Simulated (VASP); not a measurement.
# ZnS (Wurtzite-10H) (P6_3mc) in VASP: single point with PBE

Aim: the single point of ZnS (Wurtzite-10H) with PBE.

Everything below comes from runs of VASP 6.6.1. Logs are shortened: lines on timing, memory, paths and dates and some standing lists are left out, and cuts for length are marked.

## (1) The undisturbed crystal

It takes space group P6_3mc (No. 186, hexagonal). The conventional cell has a = 3.824 Å, b = 3.824 Å, c = 31.200 Å, α = 90.00°, β = 90.00°, γ = 120.00°. Around Zn (site symmetry 3m) lie 4 S at 2.34 Å. Zn (site symmetry 3m) is surrounded by 4 S at 2.34 Å. Zn (site symmetry 3m) has 4 S at 2.34 Å as nearest neighbours. Around Zn (site symmetry 3m) lie 4 S at 2.34 Å. Zn (site symmetry 3m) has 4 S at 2.34 Å as nearest neighbours. S (site symmetry 3m) has 4 Zn at 2.34 Å as nearest neighbours. S (site symmetry 3m) is surrounded by 4 Zn at 2.34 Å. Around S (site symmetry 3m) lie 4 Zn at 2.34 Å.

## (2) Single point, PBE (ions relaxed at fixed cell)

The input, INCAR:

```
SYSTEM = ZnS
PREC = Accurate ; ENCUT = 520
EDIFF = 1E-6 ; ISMEAR = -1
SIGMA = 0.02 ; LREAL = Auto
LASPH = .True. ; NELM = 100
ALGO = Fast ; ISIF = 2
LWAVE = .False. ; LCHARG = .True.
GGA = PE ; LELF = .True.
LVHAR = .True. ; NBANDS = 106
```

The input, KPOINTS:

```
Automatic mesh
0
Gamma
  8 8 1
  0 0 0
```

The input, POSCAR:

```
ZnS
1.0
    3.8240000000      0.0000000000      0.0000000000
   -1.9120000000      3.3116811441      0.0000000000
    0.0000000000      0.0000000000     31.2000000000
Zn S
10 10
Direct
    0.0000000000      0.0000000000      0.0000712913
    0.0000000000      0.0000000000      0.5000712913
    0.0000000000      0.0000000000      0.2999202164
    0.0000000000      0.0000000000      0.7999202164
    0.3333333333      0.6666666667      0.1000130806
    0.6666666667      0.3333333333      0.6000130806
    0.3333333333      0.6666666667      0.4000011022
    0.6666666667      0.3333333333      0.9000011022
    0.3333333333      0.6666666667      0.6999687358
    0.6666666667      0.3333333333      0.1999687358
    0.0000000000      0.0000000000      0.0750546740
    0.0000000000      0.0000000000      0.5750546740
    0.0000000000      0.0000000000      0.3749138744
    0.0000000000      0.0000000000      0.8749138744
    0.3333333333      0.6666666667      0.1750081672
    0.6666666667      0.3333333333      0.6750081672
    0.3333333333      0.6666666667      0.4750851839
    0.6666666667      0.3333333333      0.9750851839
    0.3333333333      0.6666666667      0.7749636743
    0.6666666667      0.3333333333      0.2749636743
```

Potentials or basis: VASP PAW PBE potentials, release 64 (Zn, S).

The run is started by

```console
> cat potpaw_PBE.64/Zn/POTCAR potpaw_PBE.64/S/POTCAR > POTCAR
> mpirun -np 1 vasp_std > vasp.out
```

OUTCAR:

```text
SYSTEM = ZnS
   PREC = Accurate
   ENCUT = 520
   EDIFF = 1E-6
   ISMEAR = -1
   LREAL = Auto
   LASPH = .True.
   NELM = 100
   ISIF = 2
   GGA = PE

 ion  position               nearest neighbor table
   1  0.000  0.000  0.000-  11 2.34  18 2.34  18 2.34  18 2.34
   2  0.000  0.000  0.500-  12 2.34  17 2.34  17 2.34  17 2.34
   3  0.000  0.000  0.300-  13 2.34  20 2.34  20 2.34  20 2.34
   4  0.000  0.000  0.800-  14 2.34  19 2.34  19 2.34  19 2.34
   5  0.333  0.667  0.100-  15 2.34  11 2.34  11 2.34  11 2.34
   6  0.667  0.333  0.600-  16 2.34  12 2.34  12 2.34  12 2.34
[... 12 lines left out ...]
  19  0.333  0.667  0.775-   9 2.34   4 2.34   4 2.34   4 2.34
  20  0.667  0.333  0.275-  10 2.34   3 2.34   3 2.34   3 2.34

  LATTYP: Found a hexagonal cell.
 ALAT       =     3.8240000000
 C/A-ratio  =     8.1589958159

  Lattice vectors:

 A1 = (   3.8240000000,   0.0000000000,   0.0000000000)
 A2 = (  -1.9120000000,   3.3116811441,   0.0000000000)
 A3 = (   0.0000000000,   0.0000000000,  31.2000000000)

Analysis of symmetry for initial positions (statically):
=====================================================================
 Subroutine PRICEL returns:
 Original cell was already a primitive cell.

 Routine SETGRP: Setting up the symmetry group for a
 hexagonal supercell.

 Subroutine GETGRP returns: Found 12 space group operations
 (whereof  6 operations were pure point group operations)
 out of a pool of 24 trial point group operations.

The static configuration has the point symmetry C_3v.
 The point group associated with its full space group is C_6v.

Analysis of symmetry for dynamics (positions and initial velocities):
=====================================================================
 Subroutine PRICEL returns:
 Original cell was already a primitive cell.

 Routine SETGRP: Setting up the symmetry group for a
 hexagonal supercell.

 Subroutine GETGRP returns: Found 12 space group operations
 (whereof  6 operations were pure point group operations)
 out of a pool of 24 trial point group operations.

The dynamic configuration has the point symmetry C_3v.
 The point group associated with its full space group is C_6v.

 Subroutine INISYM returns: Found 12 space group operations
 (whereof  6 operations are pure point group operations),
 and found     1 'primitive' translations

----------------------------------------------------------------------------------------

                                     Primitive cell

  volume of cell :     395.1127

  direct lattice vectors                    reciprocal lattice vectors
     3.824000000  0.000000000  0.000000000     0.261506276  0.150980719  0.000000000
    -1.912000000  3.311681144  0.000000000     0.000000000  0.301961438  0.000000000
     0.000000000  0.000000000 31.200000000     0.000000000  0.000000000  0.032051282

  length of vectors
     3.824000000  3.824000000 31.200000000     0.301961438  0.301961438  0.032051282

  position of ions in fractional coordinates (direct lattice)
     0.000000000  0.000000000  0.000071291
     0.000000000  0.000000000  0.500071291
     0.000000000  0.000000000  0.299920216
     0.000000000  0.000000000  0.799920216
     0.333333333  0.666666667  0.100013081
     0.666666667  0.333333333  0.600013081
[... 12 lines left out ...]
     0.333333333  0.666666667  0.774963674
     0.666666667  0.333333333  0.274963674

  ion indices of the primitive-cell ions
   primitive index   ion index
                 1           1
                 2           2
                 3           3
                 4           4
                 5           5
                 6           6
[... 12 lines left out ...]
                19          19
                20          20

----------------------------------------------------------------------------------------

 KPOINTS: Automatic mesh

Automatic generation of k-mesh.
 Grid dimensions read from file:
 generate k-points for:    8    8    1

 Generating k-lattice:

  Cartesian coordinates                     Fractional coordinates (reciprocal lattice)
     0.032688285  0.018872590  0.000000000     0.125000000  0.000000000  0.000000000
     0.000000000  0.037745180  0.000000000     0.000000000  0.125000000  0.000000000
     0.000000000  0.000000000  0.032051282     0.000000000  0.000000000  1.000000000

  Length of vectors
     0.037745180  0.037745180  0.032051282

  Shift w.r.t. Gamma in fractional coordinates (k-lattice)
     0.000000000  0.000000000  0.000000000

 Subroutine IBZKPT returns following result:
 ===========================================

 Found     10 irreducible k-points:

 Following reciprocal coordinates:
            Coordinates               Weight
  0.000000  0.000000  0.000000      1.000000
  0.125000 -0.000000  0.000000      6.000000
  0.250000 -0.000000  0.000000      6.000000
  0.375000 -0.000000  0.000000      6.000000
  0.500000 -0.000000  0.000000      3.000000
  0.125000  0.125000  0.000000      6.000000
  0.250000  0.125000  0.000000     12.000000
  0.375000  0.125000  0.000000     12.000000
  0.250000  0.250000  0.000000      6.000000
  0.375000  0.250000  0.000000      6.000000
   k-points           NKPTS =     10   k-points in BZ     NKDIM =     10   number of bands    NBANDS=    106
   number of dos      NEDOS =    301   number of ions     NIONS =     20
   total plane-waves  NPLWV = 188160
   dimension x,y,z NGX =    28 NGY =   28 NGZ =  240
   dimension x,y,z NGXF=    56 NGYF=   56 NGZF=  480
   ions per type =              10  10
   NGX,Y,Z   is equivalent  to a cutoff of  12.17, 12.17, 12.79 a.u.
   NGXF,Y,Z  is equivalent  to a cutoff of  24.35, 24.35, 25.58 a.u.
 SYSTEM =  ZnS
   PREC   = accura    normal or accurate (medium, high low for compatibility)
   ISTART =      0    job   : 0-new  1-cont  2-samecut
   ICHARG =      2    charge: 1-file 2-atom 10-const
   ISPIN  =      1    spin polarized calculation?
   LNONCOLLINEAR =      F non collinear calculations
   LSORBIT =      F    spin-orbit coupling
   LASPH  =      T    aspherical Exc in radial PAW
   ENCUT  =  520.0 eV  38.22 Ry    6.18 a.u.   7.11  7.11 58.01*2*pi/ulx,y,z
   NELM   =    100;   NELMIN=  2; NELMDL= -5     # of ELM steps
   EDIFF  = 0.1E-05   stopping-criterion for ELM
   LREAL  =      T    real-space projection
   EDIFFG = 0.1E-04   stopping-criterion for IOM
   NSW    =      0    number of steps for IOM
   IBRION =     -1    ionic relax: 0-MD 1-quasi-New 2-CG
   NFREE  =      0    steps in history (QN), initial steepest desc. (CG)
   ISIF   =      2    stress and relaxation
   ISYM   =      2    0-nonsym 1-usesym 2-fastsym
   POTIM  = 0.5000    time-step for ionic-motion
   TEBEG  =    0.0;   TEEND  =   0.0 temperature during run
   PSTRESS=    0.0 pullay stress
   NELECT =     180.0000    total number of electrons
   NUPDOWN=      -1.0000    fix difference up-down
   EMIN   =  10.00;   EMAX   =-10.00  energy-range for DOS
   EFERMI =   0.00;   METHOD = LEGACY
   ISMEAR =    -1;   SIGMA  =   0.02  broadening in eV -4-tet -1-fermi 0-gaus
   EFERMI_NEDOS =   21; number of points for ismear=-14 and -15
   IALGO  =     68    algorithm
   IMIX   =      4    mixing-type and parameters
     AMIX     =   0.40;   BMIX     =  1.00
     AMIX_MAG =   1.60;   BMIX_MAG =  1.00
  volume/ion in A,a.u.               =      19.76       133.32
  Fermi-wavevector in a.u.,A,eV,Ry     =   1.259675  2.380441 21.589483  1.586782
  Thomas-Fermi vector in A             =   2.393223
   LORBIT       =      0    0 simple, 1 ext, 2 COOP (PROOUT), +10 PAW based schemes
   GGA     = PE    functional components
   LHFCALC =     F    Hartree Fock is set to
   AEXX    =    0.0000 exact exchange contribution
   IVDW    =     0    specifies the selected vdW correction
   LEPSILON=     F    determine dielectric tensor
   LRPA    =     F    only Hartree local field effects (RPA)
 non-spin polarized calculation
 RMM-DIIS sequential band-by-band and
  energy-cutoff  :      520.00
  volume of cell :      395.11
 maximum number of plane-waves:     10707
   NGX = 15   NGY = 15   NGZ =117

 number of electron     179.9999931 magnetization

 Free energy of the ion-electron system (eV)
  ---------------------------------------------------
  ext. energy  EPLUGINS =         0.00000000
  ---------------------------------------------------
  free energy    TOTEN  =       -68.47398002 eV

  energy without entropy =      -68.47398002  energy(sigma->0) =      -68.47398002

 E-fermi :   2.5652     XC(G=0):  -9.6219

 val. band max:        2.0941145344   @ k =   0.0000   0.0000   0.0000
 cond. band min:       4.2183981053   @ k =   0.0000   0.0000   0.0000
 fundamental gap:      2.1242835710
 Fermi energy:         2.5651770135

 k-point     1 :       0.0000    0.0000    0.0000
  band No.  band energies     occupation
      1     -11.0392      2.00000
      2     -10.9662      2.00000
      3     -10.9607      2.00000
      4     -10.7561      2.00000
      5     -10.7527      2.00000
      6     -10.4730      2.00000
[... 94 lines left out ...]
    101       8.4154      0.00000
    102       8.4866      0.00000

 k-point     2 :       0.1250   -0.0000    0.0000
  band No.  band energies     occupation
      1     -10.9353      2.00000
      2     -10.8652      2.00000
      3     -10.8599      2.00000
      4     -10.6642      2.00000
      5     -10.6608      2.00000
      6     -10.3951      2.00000
[... 94 lines left out ...]
    101       7.7236      0.00000
    102       7.7424      0.00000

 k-point     3 :       0.2500   -0.0000    0.0000
  band No.  band energies     occupation
      1     -10.6567      2.00000
      2     -10.5963      2.00000
      3     -10.5913      2.00000
      4     -10.4244      2.00000
      5     -10.4211      2.00000
      6     -10.1991      2.00000
[... 94 lines left out ...]
    101       7.0099      0.00000
    102       7.0393      0.00000

 k-point     4 :       0.3750   -0.0000    0.0000
  band No.  band energies     occupation
      1     -10.3114      2.00000
      2     -10.2687      2.00000
      3     -10.2647      2.00000
      4     -10.1487      2.00000
      5     -10.1460      2.00000
      6      -9.9967      2.00000
[... 94 lines left out ...]
    101       6.6270      0.00000
    102       6.7333      0.00000

 k-point     5 :       0.5000   -0.0000    0.0000
  band No.  band energies     occupation
      1     -10.1178      2.00000
      2     -10.0917      2.00000
      3     -10.0889      2.00000
      4     -10.0171      2.00000
      5     -10.0149      2.00000
      6      -9.9205      2.00000
[... 94 lines left out ...]
    101       6.5122      0.00000
    102       6.5312      0.00000

 k-point     6 :       0.1250    0.1250    0.0000
  band No.  band energies     occupation
      1     -10.7435      2.00000
      2     -10.6798      2.00000
      3     -10.6747      2.00000
      4     -10.4978      2.00000
      5     -10.4945      2.00000
      6     -10.2577      2.00000
[... 94 lines left out ...]
    101       7.4681      0.00000
    102       7.5493      0.00000

 k-point     7 :       0.2500    0.1250    0.0000
  band No.  band energies     occupation
      1     -10.4265      2.00000
      2     -10.3767      2.00000
      3     -10.3721      2.00000
      4     -10.2361      2.00000
      5     -10.2330      2.00000
      6     -10.0562      2.00000
[... 94 lines left out ...]
    101       7.1136      0.00000
    102       7.2598      0.00000

 k-point     8 :       0.3750    0.1250    0.0000
  band No.  band energies     occupation
      1     -10.1307      2.00000
      2     -10.1018      2.00000
      3     -10.0985      2.00000
      4     -10.0203      2.00000
      5     -10.0183      2.00000
      6      -9.9188      2.00000
[... 94 lines left out ...]
    101       6.9775      0.00000
    102       7.1030      0.00000

 k-point     9 :       0.2500    0.2500    0.0000
  band No.  band energies     occupation
      1     -10.1425      2.00000
      2     -10.1115      2.00000
      3     -10.1074      2.00000
      4     -10.0243      2.00000
      5     -10.0215      2.00000
      6      -9.9177      2.00000
[... 94 lines left out ...]
    101       8.0076      0.00000
    102       8.0216      0.00000

 k-point    10 :       0.3750    0.2500    0.0000
  band No.  band energies     occupation
      1      -9.9648      2.00000
      2      -9.9530      2.00000
      3      -9.9504      2.00000
      4      -9.9180      2.00000
      5      -9.9168      2.00000
      6      -9.8759      2.00000
[... 94 lines left out ...]
    101       7.8682      0.00000
    102       7.9142      0.00000
 [bands above 102 left out]

------------------------ aborting loop because EDIFF is reached ----------------------------------------

  FORCE on cell =-STRESS in cart. coord.  units (eV):
  Direction    XX          YY          ZZ          XY          YZ          ZX
  --------------------------------------------------------------------------------------
  -------------------------------------------------------------------------------------
  Total        4.0573741      4.0573741      4.5301848      0.0000000      0.0000000      0.0000000
  in kB       16.4526040     16.4526040     18.3698459      0.0000000      0.0000000      0.0000000
  external PRESSURE =      17.0916846 kB  Pullay stress =       0.0000000 kB

 VOLUME and BASIS-vectors are now :
 -----------------------------------------------------------------------------
  energy-cutoff  :      520.00
  volume of cell :      395.11
      direct lattice vectors                 reciprocal lattice vectors
     3.824000000  0.000000000  0.000000000     0.261506276  0.150980719  0.000000000
    -1.912000000  3.311681144  0.000000000     0.000000000  0.301961438  0.000000000
     0.000000000  0.000000000 31.200000000     0.000000000  0.000000000  0.032051282

 POSITION                                       TOTAL-FORCE (eV/Angst)
 -----------------------------------------------------------------------------------
      0.00000      0.00000      0.00222         0.000000      0.000000      0.001332
      0.00000      0.00000     15.60222         0.000000     -0.000000      0.001332
      0.00000      0.00000      9.35751         0.000000      0.000000     -0.005023
      0.00000      0.00000     24.95751         0.000000      0.000000     -0.005023
     -0.00000      2.20779      3.12041        -0.000000      0.000000     -0.003469
      1.91200      1.10389     18.72041        -0.000000      0.000000     -0.003469
[... 12 lines left out ...]
     -0.00000      2.20779     24.17887         0.000000     -0.000000      0.001926
      1.91200      1.10389      8.57887         0.000000      0.000000      0.001926
 -----------------------------------------------------------------------------------
    total drift:                               -0.000003     -0.000004      0.003520

  FREE ENERGIE OF THE ION-ELECTRON SYSTEM (eV)
  ---------------------------------------------------
  free  energy   TOTEN  =       -68.4739800203 eV

  energy  without entropy=      -68.4739800203  energy(sigma->0) =      -68.47398002
```

It took 13 min on 1 thread of Intel Xeon Platinum 8259CL at 2.50GHz (Skylake/Cascade Lake), shared host; peak memory 0.58 GiB.

Results:

```yaml
Free_energy: -68.4740 eV
Pressure: 1.7 GPa
Largest_force: 0.013 eV/Å
Band_gap_on_the_k_mesh: 2.12 eV, direct
```

Forces in eV/Å, atoms in the order of the input:
```
Zn   0.000  0.000  0.001
Zn   0.000  0.000  0.001
Zn   0.000  0.000 -0.005
Zn   0.000  0.000 -0.005
Zn   0.000  0.000 -0.003
Zn   0.000  0.000 -0.003
Zn   0.000  0.000 -0.008
Zn   0.000  0.000 -0.008
Zn   0.000  0.000 -0.004
Zn   0.000  0.000 -0.004
S    0.000  0.000  0.003
S    0.000  0.000  0.003
S    0.000  0.000 -0.003
S    0.000  0.000 -0.003
S    0.000  0.000  0.004
S    0.000  0.000  0.004
S    0.000  0.000  0.013
S    0.000  0.000  0.013
S    0.000  0.000  0.002
S    0.000  0.000  0.002
```

Stress tensor (GPa, compression positive):
```
1.65 0.00 0.00
0.00 1.65 0.00
0.00 0.00 1.84
```
